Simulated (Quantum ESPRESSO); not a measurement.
## Pt under changes of volume

One of the cells (15.080 Å³/atom); the others are scaled copies at fixed shape and fractional positions:

```
Pt
1.0
     0.00000    1.96090    1.96090
     1.96090    0.00000    1.96090
     1.96090    1.96090    0.00000
Pt
1
Cartesian
  0.0000 0.0000 0.0000
```

```yaml
Program: Quantum ESPRESSO 7.5
Functional: LDA
Potentials_or_basis: GBRV 1.5 LDA
Cutoff: 612 eV
Density_cutoff: 4898 eV
k_mesh: 12 × 12 × 12
Occupations: fermi-dirac, width 0.05 eV
Spin: no spin polarisation
```

```tsv
volume (Å³/atom)	energy over the lowest point (meV/atom)	pressure (GPa)
14.175	23.18	12.9
14.477	4.89	5.4
14.778	0.00	-1.2
15.080	6.76	-7.0
15.381	?	?
15.683	50.08	-16.6
15.985	84.19	-20.6
```

Q: What does the run at 15.381 Å³/atom give?

A: Energy over the lowest point 23.84 meV/atom; pressure -12.2 GPa.

Worked out: A Birch-Murnaghan fit of order 3 (a polynomial in V^(-2/3)) to the other rows has its minimum at 14.75 Å³/atom with B0 = V·E''(V) = 308 GPa and B' = 5.3. It gives 23.87 meV/atom at 15.381 Å³/atom, against the run's 23.84, and -dE/dV = -11.6 GPa, against -12.2.

Energies are extrapolated to zero smearing.
